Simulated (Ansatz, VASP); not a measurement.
**Al2O3: VASP beside Ansatz**

```
Al O
1.0
     3.13818    0.00000    0.00000
    -1.56909    2.71775    0.00000
     0.00000    0.00000    8.18061
Al O
2 3
Direct
  0.00000 0.00000 0.27795
  0.00000 0.00000 0.72205
  0.33333 0.66667 0.19945
  0.66667 0.33333 0.80055
  0.00000 0.00000 0.50000
```

Change from the starting cell: strain +0.040 along x and y, +0.080 along z, atoms carried along.

Alike in both runs: task single point; functional PBEsol; k mesh 12 × 12 × 4; occupations gaussian, width 0.05 eV; no spin polarisation.

|  | VASP | Ansatz |
| --- | --- | --- |
| version | VASP 6.6.1 | Ansatz 0.2.0 |
| potentials or method | VASP PAW PBE potentials, release 64 (Al, O) | scalar-relativistic, plane waves, PAW |
| plane-wave cutoff (eV) | 520 | 420 |
| valence electrons in the cell | 24 | 24 |

VASP gave:

```
gap on the k mesh at the Fermi level (eV)       : 0.81
least direct gap on the mesh (eV)               : 0.81
pressure (GPa)                                  : -21.3
largest component of the traceless stress (GPa) : 9.45
rms of the force components (eV/Å)              : 0.862
```

Which values does Ansatz return?

gap on the k mesh at the Fermi level (eV): 0.82; least direct gap on the mesh (eV): 0.82; pressure (GPa): -21.3; largest component of the traceless stress (GPa): 9.54; rms of the force components (eV/Å): 0.873.

Atom by atom the forces differ by 0.015 eV/Å (rms over components).

Caveats: so large a pressure means that the cell lies far from this level's equilibrium, or that cutoff or potentials fall short (VASP); the potentials were made for another functional, which shifts forces and pressure (VASP). A k mesh can miss the band edges.
